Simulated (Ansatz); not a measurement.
Cr under changes of volume

One of the cells (14.347 Å³/atom); the others are scaled copies at fixed shape and fractional positions:

```
CELL_PARAMETERS angstrom
2.73197 0.00000 0.00000
-1.36599 2.36596 0.00000
0.00000 0.00000 4.43921
ATOMIC_POSITIONS crystal
Cr 0.66667 0.33333 0.75000
Cr 0.33333 0.66667 0.25000
```

This isn't the form of Cr at room conditions, which is bcc.

```yaml
Program: Ansatz 0.2.0
Functional: LDA
Potentials_or_basis: Ansatz PAW
Cutoff: "420 eV (not typed: the program's choice for these potentials)"
k_mesh: 11 × 11 × 6
Occupations: fermi-dirac, width 0.05 eV
Spin: collinear spin, ferromagnetic start
Starting_moments: "[3.0, 3.0] μB"
```

| volume (Å³/atom) | energy over the lowest point (meV/atom) | pressure (GPa) | moment (μB per cell) |
| --- | --- | --- | --- |
| 13.503 | 0.00 | -35.2 | 0.30 |
| 13.784 | 63.43 | -37.0 | 0.62 |
| 14.066 | 129.34 | -38.3 | 1.11 |
| 14.347 | 196.80 | -39.3 | 1.41 |
| 14.628 | 266.39 | -40.3 | 1.58 |
| 14.910 | ? | ? | ? |

Question: What does the run at 14.910 Å³/atom give?

Answer: Energy over the lowest point 337.91 meV/atom; pressure -41.2 GPa; moment 1.74 μB per cell.

Worked out: A Birch-Murnaghan fit of order 3 (a polynomial in V^(-2/3)) to the other rows has no minimum within the range. It gives 338.03 meV/atom at 14.910 Å³/atom, against the run's 337.91, and -dE/dV = -41.2 GPa, against -41.2. A parabola through the other rows of the moment, of slope 0.445 μB per Å³/atom there, extrapolates to 1.76 μB, against the run's 1.74.

Energies are extrapolated to zero smearing.

Caveats: the PAW data sets come from PBE, with cores solved anew for the run's functional, which leaves a small shift of forces and pressure; the starting moments weren't kept (some runs).
